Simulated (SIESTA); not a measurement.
Gd:

```xyz
1
Lattice="-2.0250 2.0250 2.0250 2.0250 -2.0250 2.0250 2.0250 2.0250 -2.0250" Properties=species:S:1:pos:R:3 pbc="T T T"
Gd    0.0000    0.0000    0.0000
```

This isn't the form of Gd at room conditions, which is hcp.

| Item | Value |
| --- | --- |
| Program | SIESTA 5.4.2 |
| Task | relaxation of cell and atoms |
| Functional | vdW-DF-C09 |
| Potentials or basis | PseudoDojo 3+ lanthanides (4f in the core) (PBE files) |
| Basis | DZP (energy shift 0.003 Ry; two zetas on semicore shells) |
| Grid cutoff | 800 Ry |
| Energy shift | 0.003 Ry |
| k mesh | 6 × 6 × 6 |
| Occupations | fermi-dirac, width 0.05 eV |
| Spin | collinear spin, ferromagnetic start |
| Starting moments | [7.0] μB |

At the start: pressure -3.1 GPa; volume 33.22 Å³/atom.

Question: How do energy, volume and symmetry change on relaxing?

Answer: Over 4 steps the energy falls by 24.2 meV/atom and the volume is 30.50 Å³/atom (-8.2 %); space group Im-3m (No. 229, to 0.05 Å); moment 0.04 μB per cell.

The path:
```csv
step,energy change (eV),largest force (eV/Å),pressure (GPa),volume (Å³)
1,0.0000,0.0000,-3.08,33.22
2,-0.0136,0.0000,-2.11,32.32
3,-0.0240,0.0000,-0.12,30.59
4,-0.0242,0.0000,0.01,30.50
```

Final structure:
```
Gd
1.0
    -1.96815    1.96815    1.96815
     1.96815   -1.96815    1.96815
     1.96815    1.96815   -1.96815
Gd
1
Direct
  0.00000 0.00000 0.00000
```

Caveat: the k mesh is coarse (spacing up to 0.37 Å⁻¹), so the values aren't converged; the potentials were made for another functional, which shifts forces and pressure; the basis of atomic orbitals isn't converged, which shifts pressures, moduli and gaps.
